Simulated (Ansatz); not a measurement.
## Rh under changes of volume

One of the cells (13.671 Å³/atom); the others are scaled copies at fixed shape and fractional positions:

```
Rh
1.0
     0.00000    1.89785    1.89785
     1.89785    0.00000    1.89785
     1.89785    1.89785    0.00000
Rh
1
Direct
  0.00000 0.00000 0.00000
```

```yaml
Program: Ansatz 0.2.0
Functional: LDA
Potentials_or_basis: all-electron LAPW, scalar-relativistic
Cutoff: 278 eV (chosen from the basis error)
Basis_error_allowed: 0.001 eV/atom
k_mesh: 12 × 12 × 12
Occupations: fermi-dirac, width 0.05 eV
Spin: no spin polarisation
```

```csv
volume (Å³/atom),energy over the lowest point (meV/atom),pressure (GPa)
12.851,9.90,9.6
13.125,0.00,2.3
13.398,1.87,-4.2
13.671,14.13,-9.9
13.945,35.54,-14.9
14.218,?,?
14.492,101.55,-23.2
```

Q: What does the run at 14.218 Å³/atom give?

A: Energy over the lowest point 65.01 meV/atom; pressure -19.3 GPa.

Worked out: A Birch-Murnaghan fit of order 3 (a polynomial in V^(-2/3)) to the other rows has its minimum at 13.21 Å³/atom with B0 = V·E''(V) = 319 GPa and B' = 5.1. It gives 64.95 meV/atom at 14.218 Å³/atom, against the run's 65.01, and -dE/dV = -19.4 GPa, against -19.3.

Energies are extrapolated to zero smearing.
